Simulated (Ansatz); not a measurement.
# GaP (F-43m) in Ansatz: band structure with PBEsol

Aim: the band structure of GaP with PBEsol.

Program: Ansatz 0.2.0. These are calculated values, not measurements. Logs are shortened: lines on timing, memory, paths and dates and some standing lists are left out, and cuts for length are marked.

**What was measured.**

“Stacking defects in GaP nanowires: Electronic structure and optical properties”, 2018, arxiv:1810.01194 quotes, for a bulk crystal of GaP at 10 K: band gap 2.34 eV (indirect).

The runs below are set against these values where they give the same quantity.

### 1 Starting point

It takes space group F-43m (No. 216, cubic). The conventional cell has a = 5.451 Å, b = 5.451 Å, c = 5.451 Å, α = 90.00°, β = 90.00°, γ = 90.00°. Ga (site symmetry -43m) is surrounded by 4 P at 2.36 Å. P (site symmetry -43m) is surrounded by 4 Ga at 2.36 Å.

### 2 Band structure, PBEsol, spin-orbit coupling, no magnetisation

Input file input.yaml:

```yaml
crystal:
  lattice:
    - [0.0, 2.72525, 2.72525]
    - [2.72525, 0.0, 2.72525]
    - [2.72525, 2.72525, 0.0]
  atoms:
    - { symbol: Ga, position: [0.0, 0.0, 0.0] }
    - { symbol: P, position: [0.75, 0.75, 0.75] }
kpoints:
  mp_grid: { grid: [6, 6, 6] }
  band_path:
    path:
      - [0.0, 0.0, 0.0]
      - [0.5, 0.0, 0.5]
      - [0.5, 0.25, 0.75]
      - [0.375, 0.375, 0.75]
      - [0.0, 0.0, 0.0]
      - [0.5, 0.5, 0.5]
      - [0.625, 0.25, 0.625]
      - [0.5, 0.25, 0.75]
    npoints: 12
scf:
  occupations: { method: fermi_dirac, width: 0.05 }
hamiltonian:
  xc: pbesol
  pseudopotentials: { kind: all_electron, lapw: { basis_error: 0.001 } }
magnetization:
  noncollinear: true
  spin_orbit: true
output:
  forces: true
  stress: true
  eigenvalues: true
```

Potentials or basis: all-electron LAPW, relativistic spinors.

Launch:

```sh
ansatz run input.yaml --threads 1 --pin off --max-ram 3072MiB --backend cpu --events-out ev --progress --plain --runs-dir out
```

Standard output:

```text
Warning: RAYON_NUM_THREADS=1 ignored (pool sized by the plan → 1); use --threads N
LAPW: plane waves up to 8.544 Å⁻¹, error target 1.0e-3 eV per atom; Dirac's equation on spinors; P in spheres of 1.060 Å, 13 of its electrons in bands; Ga in spheres of 1.300 Å, 21 of its electrons in bands (how accurate: hamiltonian.pseudopotentials.lapw.basis_error, Limitations)
Engine: ansatz 0.2.0, aarch64-unknown-linux-gnu
Pseudopotentials: kind: all_electron
Pseudopotential: Ga, LAPW, valence charge 21, lapw/all_electron/dirac/gaussian/Ga, Dirac's equation, gaussian nucleus
Pseudopotential: P, LAPW, valence charge 13, lapw/all_electron/dirac/gaussian/P, Dirac's equation, gaussian nucleus
Functional definition: PBEsol
  exchange = pbesol_x
  correlation = pbesol_c
non-collinear run that drives no moment, with spin-orbit: no starting moment large enough to seed its density (crystal.atoms[].spin), no starting occupations that ask for one, no magnetisation constraint and no magnetic field, so the semilocal B_xc is pinned to zero
Crystal: 2 atoms, lattice volume = 40.481 Å³
Basis set: ecut = 278.1130688929879 eV, 411 PW (Γ), exchange–correlation at level 2
Bands: 42, of which v1, the nominal top of the filled ones, is band 34 counted from 1 (33 counted from 0)
Symmetry: 24 space group operations + 24 with time reversal
Magnetic group: BNS 216.75 (UNI 1577), of the structure as read, at distance tolerance 3.4e-5 Å
k-points: 16 of 216 (time reversal used)
Non-local potential: Ga, projectors of the file, none
Non-local potential: P, projectors of the file, none
Initial density: superposition of atomic densities (chi_scale 0.1, normalization cell, long waves kept (reshape's long-wave potential 0.00 eV rms))
Initial wavefunctions: plane waves of lowest kinetic energy (no species holds an atomic orbital)
Functional: x = pbesol(κ = 0.804, μ = 0.12345679012345678), c = pbesol(β = 0.046)
iter 1 solved again at ethr=2.26e-3 eV; its pass at ethr=1.00e-1 eV (dr2=7.70e-1 eV) is discarded
SCF iter   1: F=—  HF=-62156.704241 eV  |F-HF|=—  |Δ(HF+E_count)|=         —  Δρ=3.78e-2  dr2=7.71e-1  dr2_m=0.00e0 (ungated)  ethr=2.26e-3  |M|=0.00e0 ∫|m|=0.00e0 μB  β_m=0.30  ⟨swp⟩=2.0  Hψ=4534  notcnv=0
preconditioner: auto → none  [insulator: Δε(μ)=1.936 eV  Ē_g=14.960 eV  σ=0.050 eV  W_gap=1.00  n_scr=14 (ndim 8)  ℏωp=24.8 eV  f_vac=0.017  D(μ)=0.00/eV (n_scr^D=0)  ε∞_Penn≈3.7]
SCF iter   2: F=—  HF=-62156.470908 eV  |F-HF|=—  |Δ(HF+E_count)|=   2.33e-1  Δρ=2.17e-2  dr2=1.92e-1  dr2_m=0.00e0 (ungated)  ethr=2.26e-3  |M|=0.00e0 ∫|m|=0.00e0 μB  β_m=0.40  ⟨swp⟩=2.0  Hψ=1948  notcnv=0
SCF iter   3: F=—  HF=-62156.423722 eV  |F-HF|=—  |Δ(HF+E_count)|=   4.72e-2  Δρ=8.29e-3  dr2=2.10e-2  dr2_m=0.00e0 (ungated)  ethr=5.64e-4  |M|=0.00e0 ∫|m|=0.00e0 μB  β_m=0.49  ⟨swp⟩=2.2  Hψ=1950  notcnv=0
iter 4 solved again at ethr=2.49e-6 eV; its pass at ethr=6.19e-5 eV (dr2=8.46e-4 eV) is discarded
SCF iter   4: F=—  HF=-62156.419037 eV  |F-HF|=—  |Δ(HF+E_count)|=         —  Δρ=1.70e-3  dr2=8.45e-4  dr2_m=0.00e0 (ungated)  ethr=2.49e-6  |M|=0.00e0 ∫|m|=0.00e0 μB  β_m=0.49  ⟨swp⟩=2.0  Hψ=3196  notcnv=0
the basis was enlarged: its passes take 2.6 MiB over the memory plan, 1 of 1 planned eigensolver slots
SCF iter   5: F=—  HF=-62156.418705 eV  |F-HF|=—  |Δ(HF+E_count)|=   3.32e-4  Δρ=2.62e-4  dr2=1.66e-5  dr2_m=0.00e0 (ungated)  ethr=2.49e-6  |M|=0.00e0 ∫|m|=0.00e0 μB  β_m=0.65  ⟨swp⟩=2.0  Hψ=1818  notcnv=0
SCF iter   6: F=—  HF=-62156.418715 eV  |F-HF|=—  |Δ(HF+E_count)|=   9.88e-6  Δρ=3.22e-5  dr2=2.51e-7  dr2_m=0.00e0 (ungated)  ethr=4.89e-8  |M|=0.00e0 ∫|m|=0.00e0 μB  β_m=0.76  ⟨swp⟩=3.0  Hψ=1913  notcnv=0
SCF iter   7: F=-62156.418715 eV  HF=-62156.418715 eV  |F-HF|=1.26e-8  |Δ(HF+E_count)|=   2.89e-7  Δρ=5.23e-6  dr2=9.16e-9  dr2_m=0.00e0 (ungated)  ethr=7.38e-10  |M|=0.00e0 ∫|m|=0.00e0 μB  ⟨swp⟩=3.0  Hψ=1931  notcnv=0
SCF 1 converged in 7 iterations: F = -62156.418715 eV  dr2 = 9.16e-9
NSCF: frozen V_eff on 85 k-points
SCF converged after 7 iterations
Magnetization: |M| = 0.0000 μB,  M = (+0.0000, +0.0000, +0.0000) μB
Absolute magnetization: 0.0000 μB (∫|m|)
  site 0: m = (+0.0000, +0.0000, +0.0000) μB, |m| = 0.0000 μB  (R = 1.30 Å)
  site 1: m = (+0.0000, +0.0000, +0.0000) μB, |m| = 0.0000 μB  (R = 1.06 Å)
Free energy (F): -62156.418715 eV
Harris-Foulkes:  -62156.418715 eV  (|F-HF|=1.26e-8)
Internal energy: -62156.418715 eV  (E = F + TS)
E sigma→0 (E₀):  -62156.418715 eV
Entropy (-TS):   -0.000000 eV (-0.000 meV/atom)
Fermi energy:    9.200133 eV
--- Per-component energies (eV) ---
  E_band       = -1791.986727
  E_kinetic    = 63229.836169
  E_xc         = -2635.023409
  E_electrostatic = -122751.231474  (all electrons and nuclei)
  E_smearing   = -0.000000  (= −TS)
  E_closure    = 0.000000  (closes the sum)
  E_atoms      = -62146.533280  (free atoms, spherical and without spin; not in F)
  Σ components = -62156.418715   (vs F -62156.418715, Δ=0.00e0)
  Basis errors (estimates in eV, not in F): energy 4.5e-4 per atom: plane waves 4.0e-4 (2.4e-4 summed), levels above the bands 7.2e-60, relativity 1.8e-8, radial functions 4.6e-5, core shells 4.7e-11; eigenvalues (radial functions only) 8.8e-7; not estimated: angular momenta, meshes, grids; target (lapw.basis_error) 1.0e-3; muffin-tin radii P 1.060 Å, Ga 1.300 Å
--- Forces (eV/Å), atoms counted from 1 ---
  atom   1  Ga     0.00000000    -0.00000000     0.00000000
  atom   2  P     -0.00000000     0.00000000     0.00000000
  max |Σ_I F_I| component: 2.43e-17 eV/Å
--- Stress (GPa, compression-positive) ---
       -0.556846       0.000000      -0.000000
        0.000000      -0.556846       0.000000
       -0.000000       0.000000      -0.556846
  P = ⅓ Tr σ = -0.5568 GPa (-5.568 kbar)
--- Band table (eV; the first three rows and the last of 16) ---
  k-point 0: bands = ["-158.9333", "-158.9333", "-134.5387", "-134.5387", "-110.2812", "-110.2812", "-109.3673", "-109.3673", "-109.3673", "-109.3673", "-87.9047", "-87.9047", "-84.2768", "-84.2768", "-84.2768", "-84.2768", "-6.3390", "-6.3390", "-6.3390", "-6.3390", "-5.9205", "-5.9205", "-5.8537", "-5.8537", "-5.8537", "-5.8537", "-4.0728", "-4.0728", "8.3913", "8.3913", "8.4767", "8.4767", "8.4767", "8.4767", "10.1934", "10.1934", "12.1526", "12.1526", "12.3206", "12.3206", "12.3206", "12.3206"]
  k-point 1: bands = ["-158.9333", "-158.9333", "-134.5387", "-134.5387", "-110.2812", "-110.2812", "-109.3673", "-109.3673", "-109.3673", "-109.3673", "-87.9047", "-87.9047", "-84.2768", "-84.2768", "-84.2768", "-84.2768", "-6.3439", "-6.3439", "-6.3398", "-6.3340", "-5.9231", "-5.9231", "-5.8618", "-5.8618", "-5.8509", "-5.8443", "-3.7142", "-3.7142", "6.0315", "6.0315", "8.0406", "8.0406", "8.1009", "8.1051", "10.7848", "10.7848", "12.7625", "12.7625", "12.8692", "12.8713", "13.3933", "13.3933"]
  k-point 2: bands = ["-158.9333", "-158.9333", "-134.5387", "-134.5387", "-110.2812", "-110.2812", "-109.3673", "-109.3673", "-109.3673", "-109.3673", "-87.9048", "-87.9048", "-84.2768", "-84.2768", "-84.2768", "-84.2768", "-6.3551", "-6.3551", "-6.3363", "-6.3305", "-5.9237", "-5.9237", "-5.8750", "-5.8750", "-5.8378", "-5.8313", "-2.7587", "-2.7587", "3.1949", "3.1949", "7.4974", "7.4974", "7.5639", "7.5675", "10.2584", "10.2584", "13.1480", "13.1480", "13.2240", "13.2261", "15.9235", "15.9235"]
  k-point 15: bands = ["-158.9333", "-158.9333", "-134.5387", "-134.5387", "-110.2812", "-110.2812", "-109.3673", "-109.3673", "-109.3673", "-109.3673", "-87.9048", "-87.9048", "-84.2768", "-84.2768", "-84.2768", "-84.2768", "-6.4010", "-6.3577", "-6.3122", "-6.3040", "-5.9736", "-5.8926", "-5.8597", "-5.8512", "-5.8428", "-5.8283", "-1.0034", "-1.0002", "1.7905", "1.7998", "5.0147", "5.0317", "5.1128", "5.1574", "11.7971", "11.8240", "12.0107", "12.0241", "15.8759", "15.9116", "15.9355", "15.9672"]
```

Run time: 62 s. Hardware: 1 thread of Arm Neoverse V2, shared host; peak memory 0.37 GiB.

Results:

```yaml
Free_energy: -62156.4187 eV
Pressure: -0.6 GPa
Band_gap_on_the_k_mesh: 1.48 eV, indirect (least direct gap 1.72 eV)
Band_gap_along_the_path: 1.44 eV, indirect (least direct gap 1.72 eV)
```

Levels at the corners of the path, in eV from the valence-band top:
| point | band 32 | band 33 | band 34 | band 35 | band 36 | band 37 |
| --- | --- | --- | --- | --- | --- | --- |
| Γ | 0.00 | 0.00 | 0.00 | 1.72 | 1.72 | 3.68 |
| X | -2.75 | -2.73 | -2.73 | 1.48 | 1.48 | 1.69 |
| W | -3.65 | -3.53 | -3.48 | 4.56 | 4.57 | 4.78 |
| K | -4.01 | -2.31 | -2.31 | 2.04 | 2.04 | 4.68 |
| Γ | 0.00 | 0.00 | 0.00 | 1.72 | 1.72 | 3.68 |
| L | -1.19 | -1.12 | -1.12 | 1.55 | 1.55 | 4.58 |
| U | -4.01 | -2.31 | -2.31 | 2.04 | 2.04 | 4.68 |
| W | -3.65 | -3.53 | -3.48 | 4.56 | 4.57 | 4.78 |

### 3 Against experiment

Step 2. A measured gap of GaP is 2.34 eV (indirect; 10 K; quoted in “Stacking defects in GaP nanowires: Electronic structure and optical properties”, 2018, arxiv:1810.01194); the calculated 1.44 eV misses it by -0.90 eV. The value is that of PBEsol, without temperature or zero-point motion. Semilocal functionals fall short of measured gaps as a rule.
